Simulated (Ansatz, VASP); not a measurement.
# WC: VASP beside Ansatz

The input INCAR:

```
PREC     = Accurate       # precision mode
ENCUT    = 520            # plane-wave cutoff, eV
EDIFF    = 1E-6           # SCF threshold, eV
ISMEAR   = -1             # smearing method
SIGMA    = 0.08           # smearing width, eV
LREAL    = F              # projectors in reciprocal space
LASPH    = T              # aspherical terms in the spheres
NELM     = 100            # most SCF steps
ALGO     = Normal         # electronic algorithm
ISIF     = 2              # what is computed and relaxed
LWAVE    = F              # write WAVECAR
LCHARG   = F              # write CHGCAR
GGA      = PE             # functional
NBANDS   = 16             # bands
```

The input KPOINTS:

```
Automatic mesh
0
Gamma
  15 15 15
```

The input POSCAR:

```
WC
1.0
    2.5315962417      0.0000000000      0.0000000000
    0.0000000000      2.5315962417      0.0000000000
    0.0000000000      0.0000000000      2.5315962417
W C
1 1
Direct
    0.0000000000      0.0000000000      0.0000000000
    0.5000000000      0.5000000000      0.5000000000
```

Input for Ansatz:

```yaml
crystal:
  lattice:
    - [2.5315962417, 0.0, 0.0]
    - [0.0, 2.5315962417, 0.0]
    - [0.0, 0.0, 2.5315962417]
  atoms:
    - { symbol: W, position: [0.0, 0.0, 0.0] }
    - { symbol: C, position: [0.5, 0.5, 0.5] }
kpoints:
  mp_grid: { grid: [15, 15, 15] }
scf:
  occupations: { method: fermi_dirac, width: 0.08 }
hamiltonian:
  xc: pbe
  pseudopotentials: { kind: all_electron, lapw: { basis_error: 0.001 } }
output:
  forces: true
  stress: true
  eigenvalues: true
  populations: true
```

Change from the starting cell: volume scaled by 0.8, LAPW.

Alike in both runs: task single point; functional PBE; k mesh 15 × 15 × 15; occupations fermi-dirac, width 0.08 eV; no spin polarisation.

```csv
,VASP,Ansatz
version,VASP 6.6.1,Ansatz 0.2.0
potentials or method,"VASP PAW PBE potentials, release 64 (W_sv, C)","all-electron LAPW, scalar-relativistic"
plane-wave cutoff (eV),520,see its input
```

Ansatz gave:

```
pressure (GPa) : 130.3
```

**Question.** What did VASP give for the same quantities?

**Answer.** Pressure (GPa): 134.4.

Ansatz ran all-electron here, so the differences hold the error of VASP's frozen core and of both bases.

Caveats: the cell as given lies far from equilibrium; so large a pressure means that the cell lies far from this level's equilibrium, or that cutoff or potentials fall short (VASP). Spin-orbit coupling is left out, which matters for the levels of W.
